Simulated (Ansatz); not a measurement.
# 3-layer 2H-MoSSe (2H stacking) in a perpendicular field, part 2 of 3

Wanted: the out-of-plane response of the 3-layer 2H-MoSSe (2H stacking). A positive field points along +c.

Ansatz 0.2.0; plane-wave DFT, PBE-D3(BJ), Ansatz PAW.

So far. Step 2 (Relaxing the slab): The lattice constant a goes from 3.250 to 3.214 Å.

## Step 3: Single point, field 0, start network

A sawtooth potential applies the field, turning back in the middle of the vacuum. With the dipole correction the typed value is the field outside the slab. The induced dipole is small, so the SCF threshold is tight.

The cell differs from the one that the last finished run ended in (c 63.579 → 33.661 Å).

input.yaml

```yaml
crystal:
  lattice:
    - [3.2137305482, 0.0, 0.0]
    - [-1.6068652741, 2.7831722956, 0.0]
    - [0.0, 0.0, 33.6612253976]
  atoms:
    - { symbol: Se, position: [0.3333333333, 0.6666666667, 0.2673699455] }
    - { symbol: Mo, position: [0.0, 0.0, 0.3181657227] }
    - { symbol: S, position: [0.3333333333, 0.6666666667, 0.3637002845] }
    - { symbol: Se, position: [0.0, 0.0, 0.4519071265] }
    - { symbol: Mo, position: [0.3333333333, 0.6666666667, 0.5026499718] }
    - { symbol: S, position: [0.0, 0.0, 0.5481557543] }
    - { symbol: Se, position: [0.3333333333, 0.6666666667, 0.6362903936] }
    - { symbol: Mo, position: [0.0, 0.0, 0.6870606477] }
    - { symbol: S, position: [0.3333333333, 0.6666666667, 0.7326300545] }
kpoints:
  mp_grid: { grid: [18, 18, 1] }
  band_path:
    path: [[0, 0, 0], [0.5, 0, 0], [0.33333333, 0.33333333, 0], [0, 0, 0]]
    npoints: 16
hamiltonian:
  xc: pbe
  dispersion: d3bj
scf:
  occupations: { method: fermi_dirac, width: 0.02585 }
  convergence: { dr2_threshold: 1.0e-10 }
efield:
  axis: 3
  dipole_correction: true
  ramp_position: 0.97
  ramp_width: 0.06
  amplitude: 0
output:
  dos: { projected: true, e_range: [-6, 5] }
  write_potential: true
  write_density: true
  volumetric_format: npy
  elf: true
```

Run with:

```
$ ansatz run input.yaml --threads 4 --pin off --max-ram 8192MiB --backend cpu --events-out ev --progress --plain --runs-dir out
```

Numbers of over 12 decimals in the logs are rounded to 6 here.

The program printed:

```text
[...]
Crystal: 9 atoms, lattice volume = 301.078 Å³
Basis set: ecut = 420 eV, 5969 PW (Γ)
Bands: 65, of which v1, the nominal top of the filled ones, is band 54 counted from 1 (53 counted from 0)
Symmetry: 6 space group operations
[...]
k-points: 37 of 324 (time reversal used)
[...]
SCF iter   1: F=—  HF=-33992.067577 eV  |F-HF|=—  |Δ(HF+E_count)|=         —  Δρ=4.79e-3  dr2=2.63e-1  ethr=1.77e-3  p=-0.097 e·Å  D=-5.80e-2 V/Å  ΔV_dip=1.95 eV  dr2_dipole=1.40e-2  V_vac-E_F(+/−)=5.51/3.56 eV  ⟨swp⟩=7.9  Hψ=9740  notcnv=0  defer=7
efield: sawtooth ramp at fractional position 0.9700 (set: `efield.ramp_position`, or a place that a band, a saddle search or an elastic batch's reference lends), width 0.0600; the density the first Hamiltonian is built on has a dipole p = -0.097 e·Å; the dipole correction subtracts the counter field D = -5.80e-2 V/Å, which shifts the + side's vacuum level by +1.95 eV against the − side's; the planar-averaged density in the ramp window peaks in size at 2.9e-5 e/Å³
[...]
SCF iter   2: F=—  HF=-33992.061276 eV  |F-HF|=—  |Δ(HF+E_count)|=   6.30e-3  Δρ=2.81e-3  dr2=6.44e-2  ethr=2.43e-4  p=-0.073 e·Å  D=-4.39e-2 V/Å  ΔV_dip=1.48 eV  dr2_dipole=2.08e-2  V_vac-E_F(+/−)=5.51/4.03 eV  ⟨swp⟩=3.2  Hψ=3871  notcnv=0  defer=99
[...]
SCF iter  13: F=-33992.059171 eV  HF=-33992.059171 eV  |F-HF|=7.28e-11  |Δ(HF+E_count)|=  2.11e-10  Δρ=1.69e-7  dr2=8.03e-11  ethr=1.00e-12  p=-0.100 e·Å  D=-6.04e-2 V/Å  ΔV_dip=2.03 eV  dr2_dipole=1.30e-12  V_vac-E_F(+/−)=5.74/3.71 eV  ⟨swp⟩=9.2  Hψ=8636  notcnv=0
SCF 1 converged in 13 iterations: F = -33992.059171 eV  dr2 = 8.03e-11
[...]
NSCF: frozen V_eff on 49 k-points
efield: sawtooth ramp at fractional position 0.9700 (kept from the solve that this one continues, or follows in the run), width 0.0600; the density the first Hamiltonian is built on has a dipole p = -0.100 e·Å; the dipole correction subtracts the counter field D = -6.04e-2 V/Å, which shifts the + side's vacuum level by +2.03 eV against the − side's; the planar-averaged density in the ramp window peaks in size at 4.7e-6 e/Å³
WARN: The output density's exchange-correlation potential varies sharply where the density is thin. Do not read a vacuum level from v_tot or v_xc, or from such a field of the output density. On a cell that repeats whose density bears no net charge and no dipole along the vacuum's axis use v_es (v_loc + v_h of the components); under efield.dipole_correction with no amplitude use v_es + v_field, which holds any externa [...]
SCF converged after 13 iterations
Free energy (F): -33992.059171 eV
[...]
Internal energy: -33992.059076 eV  (E = F + TS)
E sigma→0 (E₀):  -33992.059124 eV
Entropy (-TS):   -0.000096 eV (-0.011 meV/atom)
Fermi energy:    4.820128 eV
Dipole field:    D = -0.060362 V/Å  (p = -0.100434 e·Å, saw-weighted, corrected)
Work function:   Φ+ = 5.7426 eV   Φ− = 3.7107 eV
Levels:          The Fermi level and band energies are counted from a zero that moves with the ramp; work functions are not
[...]
--- Band table (eV; the first three rows and the last of 37) ---
  k-point 0: bands = [... 50 lower, 3.4202, 3.7341, 4.1791, 4.7282, 6.1556, 6.1556, 6.5138, 6.5138, ... 7 higher]
  k-point 1: bands = [... 50 lower, 3.3648, 3.7628, 4.1701, 4.6714, 6.0889, 6.2043, 6.3207, 6.4748, ... 7 higher]
  k-point 2: bands = [... 50 lower, 3.2908, 3.6699, 4.1106, 4.5049, 5.8371, 6.0393, 6.1814, 6.5177, ... 7 higher]
  k-point 36: bands = [... 50 lower, 2.4272, 3.2807, 3.8950, 4.5492, 4.9730, 5.5970, 5.9509, 6.2437, ... 7 higher]
```

It took 75 s on 4 threads of Arm Neoverse N1, shared host; peak memory 1.2 GiB; 4.8 min of CPU time.

Numbers from this step:

```
dipole along the normal            : -0.1004 e·Å
gap along the path                 : 0.2340 eV
smallest direct gap along the path : 0.4238 eV
step between the vacuum levels     : 2.032 eV
ionisation energy, upper face      : 5.835 eV
electron affinity, upper face      : 5.600 eV
ionisation energy, lower face      : 3.803 eV
gap, the smaller of path and mesh  : 0.2340 eV
```

Running mean over a fixed 2.5 Å (it still follows the layers) of the planar mean; the ramp of the sawtooth is left out. The electron's electrostatic potential energy less the Fermi level by z:

```
z (Å)  electron's electrostatic potential energy less the Fermi level (eV)
    4                                                                 3.71
    5                                                                 3.71
    6                                                                 3.67
    7                                                                 2.83
    8                                                               -0.898
    9                                                                -5.41
   10                                                                -11.3
   11                                                                -12.1
   12                                                                -8.48
   13                                                                -2.33
   14                                                               -0.703
   15                                                                -3.63
   16                                                               -10.00
   17                                                                -11.3
   18                                                                -9.54
   19                                                                -2.49
   20                                                               -0.117
   21                                                                -2.12
   22                                                                -8.30
   23                                                                -10.5
   24                                                                -10.1
   25                                                                -2.68
   26                                                                 2.47
   27                                                                 5.52
   28                                                                 5.73
   29                                                                 5.74
   30                                                                 5.74
```

The density of states has structure finer than the step of the table below, so its rows give means over 0.25 eV, whole bins alone (the curve runs from -6 to 2.13 eV). Peaks (eV: height): -4.870: 15.7, -3.900: 12.3, -3.490: 13.4, -3.300: 13.5, 1.280: 13.3, 1.660: 15.9, 2.050: 13.7.

Table of density of states by energy, zero at the Fermi level of the run, which the smearing sets inside the gap; means over each step:

```
energy (eV)  density of states (states/eV a cell)
      -5.75                                  4.57
      -5.50                                  6.95
      -5.25                                  8.89
      -5.00                                  6.14
      -4.75                                  6.78
      -4.50                                  7.72
      -4.25                                  7.40
      -4.00                                  8.73
      -3.75                                  7.04
      -3.50                                  7.40
      -3.25                                  10.1
      -3.00                                  6.82
      -2.75                                  7.60
      -2.50                                  7.83
      -2.25                                  7.42
      -2.00                                  8.86
      -1.75                                  6.46
      -1.50                                  6.43
      -1.25                                  3.77
      -1.00                                  3.68
      -0.75                                  4.09
      -0.50                                  1.95
      -0.25                                 0.643
       0.00                                0.0375
       0.25                                  2.45
       0.50                                  4.02
       0.75                                  4.18
       1.00                                  7.69
       1.25                                  7.08
       1.50                                  8.03
       1.75                                  9.08
       2.00                                  8.61
```

Projected DOS per atom over height of the atomic layer and energy from the Fermi level. Layers: Se Mo S Se Mo S Se Mo S from below.

Values in states/eV, 22 rows by 9 columns, each cell a mean:
```
0.44 1.00 0.54 0.54 1.57 0.77 0.57 2.41 0.48
0.53 1.17 0.54 0.91 3.03 0.71 0.45 1.46 0.23
0.55 1.81 0.81 0.41 2.07 0.39 0.11 0.24 0.04
0.79 2.86 0.62 0.42 1.26 0.20 0.03 0.07 0.01
0.70 2.40 0.34 0.04 0.11 0.01 0.00 0.00 0.00
0.26 0.67 0.13 0.03 0.06 0.01 0.00 0.00 0.00
0.00 0.00 0.00 0.00 0.03 0.03 0.07 0.38 0.08
0.00 0.00 0.01 0.01 0.12 0.09 0.37 1.56 0.59
0.00 0.06 0.06 0.13 0.57 0.20 0.55 1.43 0.73
0.01 0.11 0.09 0.47 1.75 0.59 0.86 0.70 0.47
0.20 0.98 0.28 0.46 0.95 0.51 1.15 1.00 0.85
0.44 1.78 0.67 1.11 0.92 0.58 1.29 0.77 1.02
0.71 0.80 0.46 1.24 1.12 0.90 0.55 0.84 0.74
1.10 0.89 0.61 1.00 0.60 0.84 0.45 0.78 0.61
1.39 1.06 1.04 0.55 0.93 0.82 0.88 1.29 1.27
0.82 0.54 0.73 0.49 0.88 0.70 0.63 0.72 0.84
0.48 0.94 0.80 0.85 1.13 1.10 1.01 1.11 1.37
0.65 1.05 0.90 0.75 0.80 0.85 0.58 0.53 0.57
0.85 0.97 1.00 0.86 0.96 1.12 0.37 0.37 0.48
0.80 0.74 0.78 0.60 0.51 0.62 0.77 0.96 1.09
1.05 1.04 1.21 0.44 0.38 0.51 1.07 0.97 0.74
0.44 0.38 0.45 0.82 1.00 1.25 0.64 0.35 0.26
```
Columns: height of the atomic layer (Å) from 9 to 24.7 (not evenly spaced); rows upwards: energy from the Fermi level (eV) from -5.96 to 2.14.

Electronic bands along the path, in eV, zero at the Fermi level of the run, which the smearing sets inside the gap:

```
  point  band 51  band 52  band 53  band 54  band 55  band 56  band 57  band 58
      Γ    -1.40    -1.09    -0.64    -0.09     1.34     1.34     1.69     1.69
halfway    -1.77    -1.64    -1.48    -0.95     0.40     0.85     1.04     1.47
      M    -1.61    -1.58    -0.94    -0.91     0.66     1.05     1.29     1.70
halfway    -2.18    -1.77    -1.15    -0.50     0.54     1.14     1.36     1.64
      K    -2.39    -1.54    -0.93    -0.27     0.15     0.78     1.13     1.42
halfway    -2.02    -1.51    -1.43    -0.86     0.14     0.72     0.84     1.22
      Γ    -1.40    -1.09    -0.64    -0.09     1.34     1.34     1.69     1.69
```

Electrostatic potential energy in the ca plane at fractional y = 0.667, with atoms of Se and S and Mo within 0.2 Å of it. With pseudopotentials it is smooth inside the atoms' cores, unlike the true potential.

Values in eV, 5 rows by 16 columns, each cell a mean:
```
  9   9   9   9   8   6   1 -11   3   7   8  -2  -2   4   2   0
  9   9   9   9   7  -1   0  -5   0   3   8   2   0  -6   0   3
  9   9   9   9   3 -11  -8   3 -20 -18   8   7  -2 -39 -17   7
  9   9   9   9   2  -8  -9   4 -24 -22   7   8  -4 -41 -22   7
  9   9   9   9   6  -8  -3  -1  -6  -4   8   4   1 -20  -5   5
```
Columns run along c (16.0 Å, from fractional 0.10 to 0.58 of the cell; values clipped at the 3rd and 97th percentile), rows up along a (3.2 Å). Atoms in or near the plane, at fractional coordinates: Se at (0.27, 0.33), S at (0.36, 0.33), Mo at (0.50, 0.33).

ELF in the ca plane at fractional y = 0.667, with atoms of Se and S and Mo within 0.2 Å of it. It is the smooth field of the valence electrons, not physical close to the nuclei.

Ten even steps from '0' (0.00) to '9' (0.93), each cell a mean:
```
00000000000000000123332233123321015777763223
00000000000000000122321233112210015777764224
00000000000000024567764222257764103667642222
00000000000001368887777422588898501234424664
00000000000002579985357423673389810012237667
00000000000002579984257423662289810012247657
00000000000001368987677422687799500234325775
00000000000000125777775222368875202566642332
```
Columns run along c (16.0 Å, from fractional 0.06 to 0.53 of the cell), rows up along a (3.2 Å). Atoms in or near the plane, at fractional coordinates: Se at (0.27, 0.33), S at (0.36, 0.33), Mo at (0.50, 0.33).

Valence density in the ca plane at fractional y = 0.667, with atoms of Se and S and Mo within 0.2 Å of it. It is the smooth field of the valence electrons, not physical close to the nuclei.

Ten steps, logarithmic in the rise over the least value, from '0' (0 e/Å³) to '9' (25 e/Å³), each cell a mean:
```
00000000000000000001111222211100000122211111
00000000000000000001111232211100000122211111
00000000000000000012221122222211000112212222
00000000000000000135532111233332000011124554
00000000000000001258963111233232100001135666
00000000000000001259973111232232100001136776
00000000000000000135642111233332100011124564
00000000000000000112222122222211000112222332
```
Columns run along c (16.0 Å, from fractional 0.06 to 0.53 of the cell), rows up along a (3.2 Å). Atoms in or near the plane, at fractional coordinates: Se at (0.27, 0.33), S at (0.36, 0.33), Mo at (0.50, 0.33).

The gap is 0.23 eV, with the valence edge 5.83 eV and the conduction edge 5.60 eV under the upper vacuum level.

## Step 4: Atoms held, field 0.1 V/Å

Changes to input.yaml since step 3:

```diff
@@ -29,7 +29,6 @@
   dipole_correction: true
-  ramp_position: 0.97
-  ramp_width: 0.06
-  amplitude: 0
+  ramp_position: 0.9629
+  ramp_width: 0.0698
+  amplitude: 0.1
 output:
-  dos: { projected: true, e_range: [-6, 5] }
   write_potential: true
@@ -37,2 +36 @@
   volumetric_format: npy
-  elf: true
```

The program printed:

```text
[...]
Crystal: 9 atoms, lattice volume = 301.078 Å³
Basis set: ecut = 420 eV, 5969 PW (Γ)
Bands: 65, of which v1, the nominal top of the filled ones, is band 54 counted from 1 (53 counted from 0)
Symmetry: 6 space group operations
[...]
k-points: 37 of 324 (time reversal used)
[...]
k-point 0: bands = [... 50 lower, 3.4798, 3.7194, 4.2051, 4.7759, 6.1068, 6.1068, 6.4587, 6.4587, ... 7 higher]
  k-point 1: bands = [... 50 lower, 3.4140, 3.7524, 4.2014, 4.7209, 6.0391, 6.1564, 6.2649, 6.4189, ... 7 higher]
  k-point 2: bands = [... 50 lower, 3.3167, 3.6594, 4.1449, 4.5617, 5.7783, 5.9926, 6.1323, 6.4635, ... 7 higher]
  k-point 36: bands = [... 50 lower, 2.4881, 3.2290, 3.8969, 4.6084, 4.9216, 5.5991, 5.9070, 6.3032, ... 7 higher]
[key lines of the parts left out:]
SCF converged after 19 iterations
Free energy (F): -33992.053232 eV
Fermi energy:    4.818102 eV
Dipole field:    D = -0.010748 V/Å  (p = -0.017883 e·Å, saw-weighted, corrected)
```

Wall time 84 s (4 threads); peak memory 1.2 GiB; 5.4 min of CPU time.

The dipole is -0.0179 e·Å, 0.0826 e·Å from its value without field, and the gap 0.136 eV.

## Step 5: Atoms held, field -0.1 V/Å

Changes to input.yaml since step 4:

```diff
@@ -31,3 +31,3 @@
   ramp_width: 0.0698
-  amplitude: 0.1
+  amplitude: -0.1
 output:
```

The program printed:

```text
[...]
Crystal: 9 atoms, lattice volume = 301.078 Å³
Basis set: ecut = 420 eV, 5969 PW (Γ)
Bands: 65, of which v1, the nominal top of the filled ones, is band 54 counted from 1 (53 counted from 0)
Symmetry: 6 space group operations
[...]
k-points: 37 of 324 (time reversal used)
[...]
k-point 0: bands = [... 50 lower, 3.3516, 3.7601, 4.1581, 4.6789, 6.2298, 6.2298, 6.5953, 6.5953, ... 7 higher]
  k-point 1: bands = [... 50 lower, 3.3137, 3.7872, 4.1415, 4.6198, 6.1641, 6.2775, 6.4028, 6.5573, ... 7 higher]
  k-point 2: bands = [... 50 lower, 3.2604, 3.6990, 4.0753, 4.4440, 5.9220, 6.1105, 6.2557, 6.5579, ... 7 higher]
  k-point 36: bands = [... 50 lower, 2.3586, 3.3585, 3.9004, 4.4813, 5.0509, 5.6019, 6.0153, 6.1749, ... 7 higher]
[key lines of the parts left out:]
SCF converged after 19 iterations
Free energy (F): -33992.073256 eV
Fermi energy:    4.831895 eV
Dipole field:    D = -0.108847 V/Å  (p = -0.181106 e·Å, saw-weighted, corrected)
```

It took 82 s on 4 threads; peak memory 1.2 GiB; 5.4 min of CPU time.

The dipole is -0.181 e·Å, -0.0807 e·Å from its value without field, and the gap 0.355 eV.

## Step 6: Atoms held, field 0.2 V/Å

Changes to input.yaml since step 5:

```diff
@@ -31,3 +31,3 @@
   ramp_width: 0.0698
-  amplitude: -0.1
+  amplitude: 0.2
 output:
```

The program printed:

```text
[...]
Crystal: 9 atoms, lattice volume = 301.078 Å³
Basis set: ecut = 420 eV, 5969 PW (Γ)
Bands: 65, of which v1, the nominal top of the filled ones, is band 54 counted from 1 (53 counted from 0)
Symmetry: 6 space group operations
[...]
k-points: 37 of 324 (time reversal used)
[...]
k-point 0: bands = [... 50 lower, 3.5097, 3.7079, 4.2180, 4.8011, 6.0769, 6.0769, 6.4238, 6.4238, ... 7 higher]
  k-point 1: bands = [... 50 lower, 3.4438, 3.7446, 4.2171, 4.7473, 6.0082, 6.1271, 6.2289, 6.3834, ... 7 higher]
  k-point 2: bands = [... 50 lower, 3.3254, 3.6520, 4.1613, 4.5927, 5.7395, 5.9636, 6.1019, 6.4294, ... 7 higher]
  k-point 36: bands = [... 50 lower, 2.5212, 3.1973, 3.8928, 4.6385, 4.8902, 5.5950, 5.8776, 6.3328, ... 7 higher]
[key lines of the parts left out:]
SCF converged after 19 iterations
Free energy (F): -33992.055688 eV
Fermi energy:    4.812193 eV
Dipole field:    D = 0.040475 V/Å  (p = 0.067345 e·Å, saw-weighted, corrected)
```

Run time: 84 s. Hardware: 4 threads; peak memory 1.2 GiB.

The dipole is 0.0673 e·Å, 0.168 e·Å from its value without field, and the gap 0.077 eV.

[end of part 2 of 3]

[Logs are printed without paths, hosts, clocks, repeated set-up lines and the standing remarks that a program may print on its own settings, such as how far it seeks lower states.]

[Hosts, paths, dates, database ids (printed as entryN), source tags and the programs' standing remarks are cut or masked in the printed files.]

[Maps of the electrostatic potential energy from Ansatz leave out the sawtooth potential of an applied field or a dipole correction, so their vacuum need not be flat; planar profiles and work functions include it.]
